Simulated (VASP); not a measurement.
Level of theory: PBE GGA, VASP's PBE PAW potentials (set 64) (plane waves; VASP).

VASP input:

INCAR:
```
NELMIN  =  4
ENCUT  =  450
EDIFF  =  1E-5
LREAL  =  .False.   # projection in real space or not
GGA  =  PE   # PBE
ALGO  =  Fast
EDIFFG  =  -0.03   # ionic stop
SYSTEM  =  CaF2
SIGMA  =  0.05
LASPH  =  .True.
PREC  =  Normal
LCHARG  =  .False.
ISMEAR  =  0   # Gaussian
ISIF  =  2
LWAVE  =  .False.
IBRION  =  2   # conjugate gradients
NSW  =  20   # most ionic steps
NELM  =  100   # most electronic steps
```

File POSCAR:
```
CaF2
1.0
  0.0000000000   2.7602351719   2.7602351719
  2.7602351719   0.0000000000   2.7602351719
  2.7602351719   2.7602351719   0.0000000000
Ca F
1 2
Cart
  0.0000000000   0.0000000000   0.0000000000
  1.3801175859   1.3801175859   1.3801175859
  4.1403527578   4.1403527578   4.1403527578
```

**KPOINTS**
```
Automatic mesh
0
Gamma
9 9 9
0 0 0
```

POTCAR, in this order: Ca_sv F (PBE.64 set). Program: vasp_std.

What VASP printed:

File OSZICAR:
```
       N       E                     dE             d eps       ncg     rms          rms(c)
DAV:   1     0.206465726624E+03    0.20647E+03   -0.12923E+04  1120   0.136E+03
DAV:   2    -0.106078460708E+02   -0.21707E+03   -0.21393E+03  1432   0.370E+02
DAV:   3    -0.183657425585E+02   -0.77579E+01   -0.77523E+01  1264   0.802E+01
DAV:   4    -0.186475852016E+02   -0.28184E+00   -0.28178E+00  1936   0.115E+01
DAV:   5    -0.186496131870E+02   -0.20280E-02   -0.20280E-02  1248   0.100E+00    0.796E+00
RMM:   6    -0.172895211421E+02    0.13601E+01   -0.59329E+00  1133   0.163E+01    0.302E+00
RMM:   7    -0.173266477790E+02   -0.37127E-01   -0.53901E-01  1221   0.464E+00    0.188E+00
RMM:   8    -0.173460914885E+02   -0.19444E-01   -0.13679E-01  1227   0.357E+00    0.398E-01
RMM:   9    -0.173488039750E+02   -0.27125E-02   -0.49981E-02  1354   0.118E+00    0.198E-01
RMM:  10    -0.173508708854E+02   -0.20669E-02   -0.18929E-02  1453   0.550E-01    0.196E-01
RMM:  11    -0.173524544385E+02   -0.15836E-02   -0.10252E-02  1340   0.540E-01    0.319E-01
RMM:  12    -0.173547172365E+02   -0.22628E-02   -0.11034E-02  1284   0.103E+00    0.491E-01
RMM:  13    -0.173539238698E+02    0.79337E-03   -0.41645E-03  1257   0.542E-01    0.226E-01
RMM:  14    -0.173537258773E+02    0.19799E-03   -0.18720E-03  1344   0.292E-01    0.514E-02
RMM:  15    -0.173538479486E+02   -0.12207E-03   -0.13069E-03  1369   0.197E-01    0.535E-02
RMM:  16    -0.173538230138E+02    0.24935E-04   -0.31407E-04  1275   0.120E-01    0.117E-02
RMM:  17    -0.173538353371E+02   -0.12323E-04   -0.14184E-04  1103   0.662E-02    0.933E-03
RMM:  18    -0.173538396740E+02   -0.43369E-05   -0.49917E-05   933   0.337E-02
   1 F= -.17353840E+02 E0= -.17353840E+02  d E =-.173538E+02
```

**OUTCAR**
```
------------------------ aborting loop because EDIFF is reached ----------------------------------------
  FORCE on cell =-STRESS in cart. coord.  units (eV):
  Direction    XX          YY          ZZ          XY          YZ          ZX
  --------------------------------------------------------------------------------------
  Total       -0.5560534     -0.5560534     -0.5560534     -0.0000000      0.0000000      0.0000000
  in kB      -21.1816018    -21.1816018    -21.1816018     -0.0000000      0.0000000      0.0000000
  external PRESSURE =     -21.1816018 kB  Pullay stress =       0.0000000 kB
  volume of cell :       42.06
      direct lattice vectors                 reciprocal lattice vectors
     0.000000000  2.760235172  2.760235172    -0.181143986  0.181143986  0.181143986
     2.760235172  0.000000000  2.760235172     0.181143986 -0.181143986  0.181143986
     2.760235172  2.760235172  0.000000000     0.181143986  0.181143986 -0.181143986
 POSITION                                       TOTAL-FORCE (eV/Angst)
 -----------------------------------------------------------------------------------
      0.00000      0.00000      0.00000        -0.000000      0.000000      0.000000
      1.38012      1.38012      1.38012         0.000000      0.000000      0.000000
      4.14035      4.14035      4.14035        -0.000000     -0.000000     -0.000000
 -----------------------------------------------------------------------------------
    total drift:                                0.000000     -0.000000      0.000000
  FREE ENERGIE OF THE ION-ELECTRON SYSTEM (eV)
  ---------------------------------------------------
  free  energy   TOTEN  =       -17.3538396740 eV

  energy  without entropy=      -17.3538396740  energy(sigma->0) =      -17.35383967

 reached required accuracy - stopping structural energy minimisation
```
(Selected blocks of OUTCAR.)

### OUTCAR
```
 val. band max:       -1.1596899290   @ k =  -0.4444   0.4444   0.0000

 cond. band min:       5.9564806522   @ k =   0.0000   0.0000   0.0000


 Fermi energy:        -0.9214246481

 k-point     1 :       0.0000    0.0000    0.0000
  band No.  band energies     occupation
      1     -37.3175      2.00000
      2     -20.9943      2.00000
      3     -20.2720      2.00000
      4     -18.2556      2.00000
      5     -18.2556      2.00000
      6     -18.2556      2.00000
      7      -3.1540      2.00000
      8      -3.1532      2.00000
      9      -3.1532      2.00000
     10      -1.3952      2.00000
     11      -1.3942      2.00000
     12      -1.3942      2.00000
     13       5.9565      0.00000
     14       7.9036      0.00000
     15       7.9036      0.00000
     16       9.8404      0.00000

 k-point     2 :       0.1111    0.0000    0.0000
  band No.  band energies     occupation
      1     -37.3142      2.00000
      2     -21.0240      2.00000
      3     -20.2968      2.00000
      4     -18.2598      2.00000
      5     -18.2598      2.00000
      6     -18.2036      2.00000
      7      -3.1002      2.00000
      8      -3.0996      2.00000
      9      -3.0582      2.00000
     10      -1.5335      2.00000
     11      -1.4493      2.00000
     12      -1.4484      2.00000
     13       6.2715      0.00000
     14       7.9272      0.00000
     15       7.9272      0.00000
     16       9.7304      0.00000

 k-point     3 :       0.2222    0.0000    0.0000
  band No.  band energies     occupation
      1     -37.3060      2.00000
      2     -21.0809      2.00000
      3     -20.3900      2.00000
      4     -18.2705      2.00000
      5     -18.2705      2.00000
      6     -18.0679      2.00000
      7      -2.9570      2.00000
      8      -2.9563      2.00000
      9      -2.8227      2.00000
     10      -1.8490      2.00000
     11      -1.5926      2.00000
     12      -1.5917      2.00000
     13       7.0345      0.00000
...
```

At this cut-off the stress carries a Pulay error, which pulls relaxed volumes low.

The compound is CaF2 in the fluorite structure. It was relaxed first.
